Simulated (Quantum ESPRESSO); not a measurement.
A calculation with Quantum ESPRESSO 7.5 of MnS (ASE script, structure from a POSCAR):

run.py

```python
import numpy as np
from ase.calculators.espresso import Espresso, EspressoProfile
from ase.io import read

atoms = read('POSCAR')
atoms.set_initial_magnetic_moments([4.0, 0.0])

input_data = {
    'control': {'calculation': 'scf', 'prefix': 'pwscf', 'outdir': './tmp', 'tprnfor': True, 'tstress': True, 'disk_io': 'nowf'},
    'system': {'ecutwfc': 65.0, 'ecutrho': 780.0, 'nbnd': 20, 'occupations': 'smearing', 'smearing': 'fd', 'degauss': 0.00367493, 'nspin': 2},
    'electrons': {'conv_thr': 4e-10, 'electron_maxstep': 120, 'mixing_beta': 0.3},
}
pseudopotentials = {'Mn': 'mn_pbe_v1.5.uspp.F.UPF', 'S': 's_pbe_v1.4.uspp.F.UPF'}
profile = EspressoProfile(command='mpirun -n 2 pw.x -nk 2', pseudo_dir='pseudo')
dft = Espresso(profile=profile, input_data=input_data, pseudopotentials=pseudopotentials, kpts=(9, 9, 9), koffset=(0, 0, 0))
atoms.calc = dft

print(f'energy {atoms.get_potential_energy():.8f} eV')
print('forces (eV/A)')
print(np.round(atoms.get_forces(), 6))
print('stress (eV/A^3, Voigt)')
print(np.round(atoms.get_stress(), 8))
print(f'Fermi level {dft.get_fermi_level():.4f} eV')
```

POSCAR

```
MnS
1.0
    1.8299960138      1.0565486912      2.9709202777
   -1.8299960138      1.0565486912      2.9709202777
    0.0000000000     -2.1130973823      2.9709202777
Mn S
1 1
Direct
    0.0000000000      0.0000000000      0.0000000000
    0.5000000000      0.5000000000      0.5000000000
```

Potentials or basis: SSSP 1.3 efficiency PBE.

Run with:

```bash
$ OMP_NUM_THREADS=1 python run.py
```

The cell is a database's computed one.

Write the same calculation in another form: native input, structure typed inline.

As run:

pw.in

```
&CONTROL
  calculation = 'scf'
  prefix = 'pwscf'
  outdir = './tmp'
  pseudo_dir = './pseudo'
  tprnfor = .true.
  tstress = .true.
  disk_io = 'low'
/
&SYSTEM
  ibrav = 0
  nat = 2
  ntyp = 2
  ecutwfc = 65
  ecutrho = 780
  nbnd = 20
  occupations = 'smearing'
  smearing = 'fd'
  degauss = 0.00367493
  nspin = 2
  starting_magnetization(1) = 0.2667
  starting_magnetization(2) = 0
/
&ELECTRONS
  conv_thr = 4d-10
  electron_maxstep = 120
  mixing_beta = 0.3
/
ATOMIC_SPECIES
Mn    54.9380 mn_pbe_v1.5.uspp.F.UPF
S     32.0600 s_pbe_v1.4.uspp.F.UPF
CELL_PARAMETERS angstrom
   1.8299960138    1.0565486912    2.9709202777
  -1.8299960138    1.0565486912    2.9709202777
   0.0000000000   -2.1130973823    2.9709202777
ATOMIC_POSITIONS crystal
Mn     0.0000000000    0.0000000000    0.0000000000
S      0.5000000000    0.5000000000    0.5000000000
K_POINTS automatic
9 9 9 0 0 0
```

pp_density.in

```
&INPUTPP
  prefix = 'pwscf'
  outdir = './tmp'
  filplot = 'density.dat'
  plot_num = 0
/
&PLOT
  nfile = 1
  filepp(1) = 'density.dat'
  iflag = 3
  output_format = 6
  fileout = 'density.cube'
/
```

The input pp_potential.in:

```
&INPUTPP
  prefix = 'pwscf'
  outdir = './tmp'
  filplot = 'potential.dat'
  plot_num = 11
/
&PLOT
  nfile = 1
  filepp(1) = 'potential.dat'
  iflag = 3
  output_format = 6
  fileout = 'potential.cube'
/
```

File pp_spin.in:

```
&INPUTPP
  prefix = 'pwscf'
  outdir = './tmp'
  filplot = 'spin.dat'
  plot_num = 6
/
&PLOT
  nfile = 1
  filepp(1) = 'spin.dat'
  iflag = 3
  output_format = 6
  fileout = 'spin.cube'
/
```

Potentials or basis: SSSP 1.3 efficiency PBE.

Run with:

```console
$ OMP_NUM_THREADS=1 mpirun -n 2 pw.x -nk 2 -in pw.in > pw.out
$ OMP_NUM_THREADS=1 mpirun -n 1 pp.x -in pp_density.in > pp_density.out
$ OMP_NUM_THREADS=1 mpirun -n 1 pp.x -in pp_potential.in > pp_potential.out
$ OMP_NUM_THREADS=1 mpirun -n 1 pp.x -in pp_spin.in > pp_spin.out
```

Both were run:

|  | ASE script, structure from a POSCAR | native input, structure typed inline |
| --- | --- | --- |
| Pressure | -1.4 GPa | -1.4 GPa |
| Band gap on the k mesh | none (metal or under the smearing width) | none (metal or under the smearing width) |
| Net moment | 4.67 μB per cell | 4.67 μB per cell |
| Absolute moment | 4.67 μB per cell | 4.67 μB per cell |
| Site moments | Mn +4.17; S +0.14 μB | Mn +4.17; S +0.14 μB |
| Valence electrons inside the program's atomic spheres | Mn 13.18; S 4.62 | Mn 13.18; S 4.62 |

Keys that steer only the numerical path or the files written may differ.

Caveat: a cell with one magnetic atom can't hold antiferromagnetic order, which such compounds often take; semilocal functionals often make such compounds metallic where correlation or magnetic order opens a gap, which also shifts bond lengths.
